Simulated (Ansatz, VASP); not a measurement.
# Two plane-wave programs on Gd

```xyz
2
Lattice="3.6395 0.0000 0.0000 -1.8198 3.1519 0.0000 0.0000 0.0000 5.9110" Properties=species:S:1:pos:R:3 pbc="T T T"
Gd    0.0000    2.1013    1.4778
Gd    1.8198    1.0506    4.4333
```

Alike in both runs: task single point; functional r2SCAN; k mesh 3 × 3 × 2; occupations fermi-dirac, width 0.05 eV; collinear spin.

```csv
,VASP,Ansatz
version,VASP 6.6.1,Ansatz 0.2.0
potentials or method,"VASP PAW PBE potentials, release 64 (Gd)","plane waves (500 eV) with PAW, scalar-relativistic"
plane-wave cutoff (eV),520,500
valence electrons in the cell,36,36
```

|  | VASP | Ansatz | Ansatz less VASP |
| --- | --- | --- | --- |
| pressure (GPa) | -1.2 | -0.9 | +0.33 |
| largest component of the traceless stress (GPa) | 0.71 | 0.57 | -0.139 |
| net moment per atom (μB) | 8.01 | 8.01 | +0.002 |
| size of the moment on the site where the two differ most (μB) | 7.09 | 7.62 | +0.530 |

Site moments also hang on the region over which each program counts them. Ansatz warned: «stability_check_not_made».

Caveats: the k mesh is coarse (spacing up to 0.66 Å⁻¹), so the values aren't converged; the PAW data sets were made with another functional, which shifts forces and pressure a little (VASP). The state reached can hang on the start; a lower one may exist.
